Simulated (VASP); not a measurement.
# AlN (P6_3mc) in VASP: notebook, part 2 of 2

VASP 6.6.1. The steps go on from the part before.

### 4 Molecular dynamics, PBE+TS

This run uses another cell than the first one: it holds 16 atoms, not 4.

INCAR reads:

```
ALGO = Fast
EDIFF = 1E-5
ENCUT = 420
GGA = PE
IBRION = 0
ISIF = 2
ISMEAR = -5
ISYM = 0
IVDW = 2
LASPH = True
LCHARG = False
LREAL = Auto
LWAVE = False
MDALGO = 2
NELM = 100
NELMIN = 4
NSW = 50
POTIM = 2
PREC = Normal
RANDOM_SEED = 792471 0 0
SIGMA = 0.05
SMASS = 0
TEBEG = 300
TEEND = 300
```

KPOINTS reads:

```
k-points
0
Gamma
  2 2 2
```

POSCAR reads:

```
AlN
1.0
    6.2260000000      0.0000000000      0.0000000000
   -3.1130000000      5.3918741640      0.0000000000
    0.0000000000      0.0000000000      4.9810000000
Al N
8 8
Direct
    0.3333333333      0.1666666666      0.5000000000
    0.3333333333      0.6666666666      0.5000000000
    0.8333333334      0.1666666666      0.5000000000
    0.8333333334      0.6666666666      0.5000000000
    0.1666666666      0.3333333334      0.0000000000
    0.1666666666      0.8333333333      0.0000000000
    0.6666666666      0.3333333334      0.0000000000
    0.6666666666      0.8333333333      0.0000000000
    0.3333333333      0.1666666666      0.8800000000
    0.3333333333      0.6666666666      0.8800000000
    0.8333333334      0.1666666666      0.8800000000
    0.8333333334      0.6666666666      0.8800000000
    0.1666666666      0.3333333334      0.3800000000
    0.1666666666      0.8333333333      0.3800000000
    0.6666666666      0.3333333334      0.3800000000
    0.6666666666      0.8333333333      0.3800000000
```

Potentials or basis: VASP PAW PBE potentials, release 64 (Al, N).

Started as:

```bash
> cat potpaw_PBE.64/Al/POTCAR potpaw_PBE.64/N/POTCAR > POTCAR
> mpirun -np 1 vasp_std > vasp.out
```

OUTCAR:

```text
EDIFF = 1E-5
   ENCUT = 420
   GGA = PE
   IBRION = 0
   ISIF = 2
   ISMEAR = -5
   ISYM = 0
   IVDW = 2
   LASPH = True
   LREAL = Auto
   NELM = 100
   NELMIN = 4
   NSW = 50
   POTIM = 2
   PREC = Normal
   TEBEG = 300
  IVDW =   2

 ion  position               nearest neighbor table
   1  0.333  0.167  0.500-   9 1.89  15 1.89  14 1.89  13 1.89   7 3.07   7 3.07   6 3.07   6 3.07
                             5 3.07   5 3.07   3 3.11   4 3.11   2 3.11   2 3.11   4 3.11   3 3.11
   2  0.333  0.667  0.500-  10 1.89  13 1.89  16 1.89  14 1.89   5 3.07   5 3.07   8 3.07   8 3.07
                             6 3.07   6 3.07   4 3.11   3 3.11   1 3.11   1 3.11   3 3.11   4 3.11
   3  0.833  0.167  0.500-  11 1.89  13 1.89  16 1.89  15 1.89   5 3.07   5 3.07   8 3.07   8 3.07
                             7 3.07   7 3.07   1 3.11   2 3.11   4 3.11   4 3.11   2 3.11   1 3.11
   4  0.833  0.667  0.500-  12 1.89  14 1.89  15 1.89  16 1.89   6 3.07   6 3.07   7 3.07   7 3.07
                             8 3.07   8 3.07   2 3.11   1 3.11   3 3.11   3 3.11   1 3.11   2 3.11
   5  0.167  0.333  0.000-  13 1.89  11 1.89  10 1.89   9 1.89   3 3.07   3 3.07   2 3.07   2 3.07
[... 518 lines left out ...]
  energy without entropy =     -118.69369010  energy(sigma->0) =     -118.69369010

 E-fermi :   6.2757     XC(G=0): -10.9036

 val. band max:        6.2455561844   @ k =   0.0000   0.0000   0.0000
 cond. band min:      10.3320753278   @ k =   0.0000   0.0000   0.0000
 fundamental gap:      4.0865191434
 Fermi energy:         6.2757309684

 k-point     1 :       0.0000    0.0000    0.0000
  band No.  band energies     occupation
      1      -9.0385      2.00000
      2      -7.1206      2.00000
      3      -7.0778      2.00000
      4      -7.0381      2.00000
      5      -6.8846      2.00000
      6      -6.4221      2.00000
[... 341 lines left out ...]
     40      12.9827      0.00000
     41      15.0707      0.00000

------------------------ aborting loop because EDIFF is reached ----------------------------------------

  Hirshfeld charges:
            ion         q(e)
   ------------------------------
      1     Al       0.38954016
      2     Al       0.37960004
      3     Al       0.38464611
      4     Al       0.39170016
      5     Al       0.38504361
      6     Al       0.39648984
[... 8 lines left out ...]
     15     N       -0.38865953
     16     N       -0.38839362
[... 51 lines left out ...]
  ENERGY OF THE ELECTRON-ION-THERMOSTAT SYSTEM (eV)
  ---------------------------------------------------
% ion-electron   TOTEN  =      -123.476188  see above
  kinetic energy EKIN   =         0.535042
  kin. lattice  EKIN_LAT=         0.000000  (temperature  275.95 K)
  nose potential ES     =        -0.376274
  nose kinetic   EPS    =         0.150064
  ---------------------------------------------------
  total energy   ETOTAL =      -123.167356 eV
```

OSZICAR:

```text
N       E                     dE             d eps       ncg     rms          rms(c)
DAV:   1     0.241575817991E+03    0.24158E+03   -0.26531E+04   656   0.118E+03
[... 348 lines left out ...]
     49 T=   265. E= -.12316732E+03 F= -.12339309E+03 E0= -.12339309E+03  EK= 0.51293E+00 SP= -.44E+00 SK= 0.16E+00
       N       E                     dE             d eps       ncg     rms          rms(c)
DAV:   1    -0.118692676938E+03   -0.84290E-01   -0.85658E-03   919   0.252E+00    0.106E-01
RMM:   2    -0.118693686160E+03   -0.10092E-02   -0.10345E-02   656   0.572E-01    0.436E-02
RMM:   3    -0.118693709931E+03   -0.23771E-04   -0.69702E-04   658   0.139E-01    0.358E-02
RMM:   4    -0.118693687720E+03    0.22210E-04   -0.21158E-04   654   0.585E-02    0.136E-02
RMM:   5    -0.118693690100E+03   -0.23796E-05   -0.37125E-05   485   0.250E-02
     50 T=   276. E= -.12316736E+03 F= -.12347619E+03 E0= -.12347619E+03  EK= 0.53504E+00 SP= -.38E+00 SK= 0.15E+00
```

CONTCAR:

```text
AlN
   1.00000000000000
     6.2260000000000000    0.0000000000000000    0.0000000000000000
    -3.1130000000000000    5.3918741639999999    0.0000000000000000
     0.0000000000000000    0.0000000000000000    4.9809999999999999
  Al              N
     8     8
Direct
     0.3352645428549458    0.1664590499058107    0.4958737550323441
     0.3329797252539647    0.6671936757483418    0.5011449230279502
     0.8305569843017994    0.1655677282233913    0.4947706632572938
     0.8299232278810773    0.6621761434245089    0.5033330118873336
     0.1681322169681620    0.3319281593786167    0.0011660495616517
     0.1643161173754412    0.8350538174344345    0.0018905792044191
[... 8 lines left out ...]
     0.6708367143813729    0.3280469793839719    0.3965994276598653
     0.6640715543271779    0.8275256185574102    0.3877628658073157

 -0.30571846E-03 -0.40137774E-03  0.24164608E-03
 -0.58585938E-02 -0.14522240E-02 -0.24584334E-03
  0.32422128E-02 -0.24368697E-02  0.27104063E-02
  0.17056381E-02 -0.24524175E-02  0.19998654E-02
 -0.10858555E-02  0.32946217E-02  0.19622681E-02
 -0.52237267E-03  0.10097099E-02  0.14241055E-02
[... 8 lines left out ...]
 -0.16446973E-02  0.11040374E-01 -0.67711112E-02
 -0.50594967E-02  0.73154893E-02  0.31492891E-02

           1
   2.00000000000000
 -0.26744875E+00  0.55568621E-01  0.56416194E-01 -0.32344116E+00
  0.33509189E+00  0.16631017E+00  0.49597078E+00
  0.33082841E+00  0.66665500E+00  0.50104621E+00
  0.83114654E+00  0.16466382E+00  0.49585896E+00
  0.83001630E+00  0.66126647E+00  0.50413601E+00
  0.16839444E+00  0.33315023E+00  0.19539508E-02
  0.16433558E+00  0.83542835E+00  0.24623943E-02
[... 40 lines left out ...]
  0.00000000E+00  0.00000000E+00  0.00000000E+00
  0.00000000E+00  0.00000000E+00  0.00000000E+00
```

Run time: 9 min. Hardware: 1 thread of Intel Xeon Platinum 8375C at 2.90GHz (Ice Lake), shared host; peak memory 0.22 GiB.

What came out:

* Hirshfeld charges: Al +0.39, +0.38, +0.40; N -0.39 e
* Dispersion energy per atom: -0.299 eV

Step by step:
```tsv
step	potential energy change (eV)	largest force (eV/Å)	pressure (GPa)	volume (Å³)	temperature (K)
1	0.0000	0.1947	-3.00	167.21	300
3	0.1219	0.9980	-2.82	167.21	238
5	0.3705	1.6152	-2.33	167.21	116
7	0.5283	1.9075	-2.10	167.21	40
9	0.4661	1.8180	-2.34	167.21	80
11	0.2641	1.3648	-2.85	167.21	217
13	0.1446	1.1215	-3.12	167.21	352
15	0.2848	1.2561	-2.80	167.21	372
17	0.6530	1.8701	-1.94	167.21	256
19	0.9953	3.0633	-1.12	167.21	126
21	1.0250	3.6870	-1.02	167.21	147
23	0.7136	3.1531	-1.75	167.21	388
25	0.4242	1.9135	-2.55	167.21	695
27	0.5681	2.1558	-2.31	167.21	749
29	1.0899	2.9004	-1.07	167.21	507
31	1.5111	3.2232	0.07	167.21	278
33	1.4832	3.3881	0.20	167.21	281
35	1.0884	3.3734	-0.67	167.21	464
37	0.6969	2.5084	-1.74	167.21	606
39	0.5785	2.2754	-2.27	167.21	550
41	0.6538	2.4124	-2.24	167.21	382
43	0.7315	2.2345	-2.05	167.21	247
45	0.7113	2.6165	-1.96	167.21	194
47	0.5661	2.7813	-2.14	167.21	216
49	0.3574	2.2388	-2.49	167.21	264
50	0.2743	1.8001	-2.64	167.21	276
```

Caveat: the k mesh is coarse (spacing up to 0.63 Å⁻¹), so the values aren't converged; the cutoff is under 1.25 times the usual one of these potentials, so pressure, stress and relaxed cells hold a basis-set (Pulay) error.

### 5 Atomic charges, B3LYP+D3(BJ) (volume scaled by 0.92)

POSCAR reads:

```
AlN
1.0
    3.0276690160      0.0000000000      0.0000000000
   -1.5138345080      2.6220382821      0.0000000000
    0.0000000000      0.0000000000      4.8444649434
Al N
2 2
Cartesian
    1.5138345082      0.8740127606      2.4222324717
   -0.0000000002      1.7480255215      0.0000000000
    1.5138345082      0.8740127606      4.2631291502
   -0.0000000002      1.7480255215      1.8408966785
```

INCAR.step1 reads:

```
ALGO     = Normal         # electronic algorithm
EDIFF    = 1E-5           # SCF threshold, eV
ENCUT    = 500            # plane-wave cutoff, eV
GGA      = PE             # functional
ISIF     = 2              # what is computed and relaxed
ISMEAR   = -1             # smearing method
LASPH    = True           # aspherical terms in the spheres
LREAL    = False          # projectors in reciprocal space
LWAVE    = True           # write WAVECAR
NELM     = 100            # most SCF steps
PREC     = Accurate       # precision mode
SIGMA    = 0.02           # smearing width, eV
```

INCAR.step2 reads:

```
AEXX     = 0.2            # exact-exchange fraction
AGGAC    = 0.81         
AGGAX    = 0.72         
ALDAC    = 0.19         
ALGO     = Normal         # electronic algorithm
EDIFF    = 1E-6           # SCF threshold, eV
ENCUT    = 500            # plane-wave cutoff, eV
GGA      = B3             # functional
HFRCUT   = -1           
ISIF     = 2              # what is computed and relaxed
ISMEAR   = -1             # smearing method
ISTART   = 1            
IVDW     = 12             # dispersion correction
LASPH    = True           # aspherical terms in the spheres
LCHARG   = True           # write CHGCAR
LELF     = True           # ELF
LHFCALC  = True           # exact exchange
LORBIT   = 11             # projections on sites
LREAL    = False          # projectors in reciprocal space
LVHAR    = True         
LWAVE    = False          # write WAVECAR
NELM     = 100            # most SCF steps
PREC     = Accurate       # precision mode
PRECFOCK = Fast         
SIGMA    = 0.02           # smearing width, eV
```

KPOINTS reads:

```
k-points
0
Gamma
  5 5 3
```

Started as:

```bash
> cat potpaw_PBE.64/Al/POTCAR potpaw_PBE.64/N/POTCAR > POTCAR
> cp INCAR.step1 INCAR
> mpirun -np 1 vasp_std > vasp.out
> cp INCAR.step2 INCAR
> mpirun -np 1 vasp_std > vasp.out
```

It took 2.3 min on 1 thread of Intel Xeon Platinum 8375C at 2.90GHz (Ice Lake), shared host; peak memory 0.17 GiB.

It converged, with:

```
Free energy                                           : -35.7187 eV
Pressure                                              : 13.4 GPa
Largest force                                         : 0.184 eV/Å
Band gap on the k mesh                                : 7.02 eV, direct
Valence electrons inside the program's atomic spheres : Al 0.92; N 3.98
Dispersion energy per atom                            : -0.539 eV
```

Forces on the atoms (eV/Å):
```
Al   0.000  0.000 -0.184
Al   0.000  0.000 -0.184
N    0.000  0.000  0.184
N    0.000  0.000  0.184
```

Stress tensor (GPa, compression positive):
```
12.83  0.00  0.00
 0.00 12.83  0.00
 0.00  0.00 14.43
```

Levels at points of the mesh, in eV from the valence-band top:
```csv
k point,band 4,band 5,band 6,band 7,band 8,band 9,band 10,band 11,band 12
"(0.00, 0.00, 0.00)",-0.94,-0.94,-0.21,-0.21,0.00,7.02,9.44,13.70,13.87
```

Caveat: the k mesh is coarse (spacing up to 0.48 Å⁻¹), so the values aren't converged, least of all with exact exchange; the PAW data sets were made with another functional, which shifts forces and pressure a little; an odd mesh through Γ misses points on the zone boundary, where band edges often lie.

### 6 Relaxation of cell and atoms, r2SCAN

INCAR reads:

```
SYSTEM = AlN
  PREC = Accurate
  ENCUT = 600
  EDIFF = 1E-6
  ISMEAR = 0
  SIGMA = 0.05
  LREAL = .FALSE.
  LASPH = .TRUE.
  NELM = 60
  ALGO = Normal
  ISIF = 3
  LWAVE = .FALSE.
  LCHARG = .FALSE.
  METAGGA = R2SCAN
  LMIXTAU = .TRUE.
  IBRION = 2
  NSW = 60
  EDIFFG = -0.02
```

KPOINTS reads:

```
Automatic mesh
0
G
  10 10 6
  0 0 0
```

POSCAR reads:

```
AlN
1.0
    3.1130000000      0.0000000000      0.0000000000
   -1.5565000000      2.6959370820      0.0000000000
    0.0000000000      0.0000000000      4.9810000000
Al N
2 2
Direct
    0.6666666667      0.3333333333      0.5000000000
    0.3333333333      0.6666666667      0.0000000000
    0.6666666667      0.3333333333      0.8800000000
    0.3333333333      0.6666666667      0.3800000000
```

Potentials or basis: VASP PAW PBE potentials, release 64 (Al, N).

Started as:

```bash
> cat potpaw_PBE.64/Al/POTCAR potpaw_PBE.64/N/POTCAR > POTCAR
> mpirun -np 1 vasp_std > vasp.out
```

It took 6.4 min on 1 thread of AMD EPYC 7R13 (Zen 3), shared host; peak memory 0.17 GiB.

The run converged. Its results:

```yaml
Free_energy: -38.4559 eV
Relaxed_volume: 10.39 Å³/atom
Relaxed_cell: a = 3.104 Å, b = 3.104 Å, c = 4.981 Å, α = 90.00°, β = 90.00°, γ = 120.00°
Space_group_after_relaxing_to_0.05_Å: P6_3mc (No. 186)
Energy_gained_by_relaxing: 0.5 meV/atom
Ionic_steps: 3
Pressure_after_relaxing: 0.0 GPa
Largest_force_after_relaxing: 0.015 eV/Å
Band_gap_on_the_k_mesh: 4.94 eV, direct
```

Forces on the atoms (eV/Å):
```
Al   0.000  0.000 -0.015
Al   0.000  0.000 -0.015
N    0.000  0.000  0.015
N    0.000  0.000  0.015
```

Stress tensor (GPa, compression positive):
```
 0.06  0.00  0.00
 0.00  0.06  0.00
 0.00  0.00 -0.20
```

Step by step:
```
step  energy change (eV)  largest force (eV/Å)  pressure (GPa)  volume (Å³)
   1              0.0000                0.1251           -1.25        41.80
   2              0.0001                0.0987            1.29        41.31
   3             -0.0021                0.0151           -0.03        41.56
```

Final structure:
```yaml
crystal:
  lattice:
    - [3.10406, 0.00000, 0.00000]
    - [-1.55203, 2.68819, 0.00000]
    - [0.00000, 0.00000, 4.98071]
  atoms:
    - { symbol: Al, position: [0.66667, 0.33333, 0.49940] }
    - { symbol: Al, position: [0.33333, 0.66667, 0.99940] }
    - { symbol: N, position: [0.66667, 0.33333, 0.88060] }
    - { symbol: N, position: [0.33333, 0.66667, 0.38060] }
```

Levels at points of the mesh, in eV from the valence-band top:
| k point | band 5 | band 6 | band 7 | band 8 | band 9 | band 10 | band 11 | band 12 |
| --- | --- | --- | --- | --- | --- | --- | --- | --- |
| (0.00, 0.00, 0.00) | -0.87 | -0.21 | -0.21 | 0.00 | 4.94 | 7.57 | 11.62 | 12.08 |
| (0.50, 0.00, 0.00) | -3.38 | -2.12 | -1.76 | -0.70 | 6.45 | 6.58 | 9.08 | 11.28 |
| (0.00, 0.00, 0.50) | -0.55 | -0.55 | -0.55 | -0.55 | 7.28 | 7.28 | 11.33 | 11.33 |
| (0.50, 0.00, 0.50) | -1.48 | -1.48 | -1.39 | -1.39 | 6.01 | 6.01 | 10.17 | 10.17 |

Caveat: the PAW data sets were made with another functional, which shifts forces and pressure a little.

### 7 The runs side by side

```tsv
task	level	cell	k mesh	cutoff (eV)	smearing	supercell matrix	temperature	grid for exact exchange (PRECFOCK)	exchange at q = 0	mesh quality	gap on the mesh (eV)	pressure (GPa)	largest force (eV/Å)
single point	PBEsol	as given	10 × 10 × 6	500	gaussian 0.1 eV	-	-	-	-	not flagged	4.15	0.2	0.13
molecular dynamics	PBE+TS	as given	2 × 2 × 2	420	tetrahedron	[2, 0, 0, 0, 2, 0, 0, 0, 1]	300	-	-	coarse	-	-	-
atomic charges	B3LYP+D3(BJ)	volume scaled by 0.92	5 × 5 × 3	500	fermi-dirac 0.02 eV	-	-	Fast	truncated	coarse	7.02	13.4	0.18
relaxation of cell and atoms	r2SCAN	relaxed	10 × 10 × 6	600	gaussian 0.05 eV	-	-	-	-	not flagged	4.94	0.0	0.02
```

Alike in all rows: potentials or basis VASP PAW PBE potentials, release 64 (Al, N); no spin polarisation.

Caveats: some runs use coarse meshes; the PAW data sets were made with another functional, which shifts forces and pressure a little (some runs); the cutoff is under 1.25 times the usual one of these potentials, so pressure, stress and relaxed cells hold a basis-set (Pulay) error (some runs); an odd mesh through Γ misses points on the zone boundary, where band edges often lie (some runs).

Total energies depend on the potentials used, so only differences within one code and one set of settings carry meaning.

### 8 Against experiment

Step 2. Measured gap of AlN: 6.034 eV (an exciton energy, a little under the gap; 10 K; quoted in “Self-assembly of well-separated AlN nanowires directly on sputtered metallic TiN films”, 2019, arxiv:1910.07391). This calculation gives 4.15 eV (-1.88 eV). 2 values of this kind are on record (6.034 to 6.0343 eV); this one was drawn at random. The value is that of PBEsol on a finite k mesh, which can miss the band edges, without temperature or zero-point motion. Semilocal functionals fall short of measured gaps as a rule.

Step 3. Against the measured gap of AlN, 6.034 eV (an exciton energy, a little under the gap; 10 K; quoted in “Self-assembly of well-separated AlN nanowires directly on sputtered metallic TiN films”, 2019, arxiv:1910.07391), the calculated 4.15 eV is off by -1.88 eV. 2 values of this kind are on record (6.034 to 6.0343 eV); this one was drawn at random. The value is that of PBEsol on a finite k mesh, which can miss the band edges, without temperature or zero-point motion. Semilocal functionals fall short of measured gaps as a rule.
